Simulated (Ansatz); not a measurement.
Be2C built on the antifluorite prototype (r2SCAN geometry), in Ansatz:

```yaml
crystal:
  lattice:
    - [0.00000, 2.16049, 2.16049]
    - [2.16049, 0.00000, 2.16049]
    - [2.16049, 2.16049, 0.00000]
  atoms:
    - { symbol: C, position: [0.00000, 0.00000, 0.00000] }
    - { symbol: Be, position: [0.25000, 0.25000, 0.25000] }
    - { symbol: Be, position: [0.75000, 0.75000, 0.75000] }
```

G0W0@PBE with 75 empty bands, a screening cutoff of 140 eV and a 6×6×6 mesh (PAW, contour deformation) gives 1.905 eV over the mesh points, from a PBE gap of 1.171 eV; it sums over 79 bands with 65 plane waves in the screening and a wave cutoff of 420 eV. No extrapolation in bands, cutoff or mesh was made for G0W0. Spin-unpolarised throughout; all numbers are computed.

Question: Estimate the gap with starting point LDA.

Answer: 1.907 eV (+0.002 eV), from a Kohn-Sham gap of 1.185 eV.

Question: Another run gave a Kohn-Sham gap of 1.165 eV and a G0W0 gap of 1.893 eV, summing over 81 bands with 65 plane waves in the screening and a wave cutoff of 1800 eV. What was changed?

Answer: Potentials of the kind norm-conserving, with them a wave cutoff of 1800 eV. The wave cutoff gives it away.

Question: Estimate the gap with empty bands 139, screening cutoff 210 eV.

Answer: 1.993 eV (+0.088 eV), from a Kohn-Sham gap of 1.171 eV.

Question: Another run gave a Kohn-Sham gap of 1.529 eV and a G0W0 gap of 2.038 eV, summing over 79 bands with 65 plane waves in the screening and a wave cutoff of 500 eV. What was changed?

Answer: Starting point r2SCAN, with them a wave cutoff of 500 eV. The Kohn-Sham gap has moved while bands and screening basis stay; the higher wave cutoff is that of a meta-GGA.
